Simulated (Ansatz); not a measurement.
ZnS: do energies and stresses tell the same story?

Theory: DFT r2SCAN, scalar-relativistic, plane waves, PAW in Ansatz 0.2.0.

Plane waves to 500 eV, a k mesh through Γ of 6×6×2 on the computed 8-atom cell and Gaussian smearing (0.02 eV); no spin polarisation.

Relaxed cell: P6_3mc, a = 3.809 Å, b = 3.809 Å, c = 12.466 Å, α = 90.00°, β = 90.00°, γ = 120.00°, 8 atoms in the primitive cell.

Energies at zero smearing and pressures from the stress tensor, at volumes with shape and atoms relaxed:
```tsv
V (Å³/atom)	E − E(first) (meV/atom)	P (GPa)
18.402	0.00	5.55
18.990	-14.69	2.55
19.577	-19.23	0.00
20.164	-15.13	-2.18
20.752	-3.67	-4.03
```

Q: Check P = −dE/dV between neighbouring volumes, and get the bulk modulus from the pressures alone.

A: With 1 eV/Å³ = 160.2 GPa:
```tsv
middle V (Å³/atom)	−ΔE/ΔV (GPa)	mean P (GPa)
18.696	4.006	4.049
19.283	1.241	1.274
19.871	-1.119	-1.090
20.458	-3.128	-3.104
```

The two differ by 0.04 GPa at most. The mean of two end pressures misses the average over a step by about ΔV² P″/12, up to 0.04 GPa here; with that taken off 0.00 GPa remains. Around V = 19.577 Å³/atom, the two neighbours give B = −V ΔP/ΔV = 19.577 × 4.73 / 1.175 = 78.8 GPa, against B0 = 78.4 GPa from the Birch–Murnaghan fit of the energies.

Energies and stresses do tell the same story: the small mismatch comes from the curvature of P(V), not from a conflict between the two quantities. This suggests that the plane-wave basis leaves little Pulay stress, which would otherwise shift the pressures relative to the slope of the energy curve. The pressure rises faster on compression than it falls on expansion, from 0.00 to 5.55 GPa one way and to -4.03 GPa the other. That is the usual anharmonicity of a bonded solid: overlap repulsion between the ion cores and filled shells grows steeply as the Zn–S bonds shorten, while the bonds become less stiff as they stretch, so the restoring force grows ever more slowly. The moderate bulk modulus fits an open tetrahedral network of polar covalent bonds and is close to what is known for ZnS. The cell matches a four-layer stacking, and since polytypes share nearly the same local bonding, similar compressibility is expected for zinc blende and wurtzite. The agreement tests numerical consistency, not the accuracy of the functional, whose errors enter energy and stress alike.
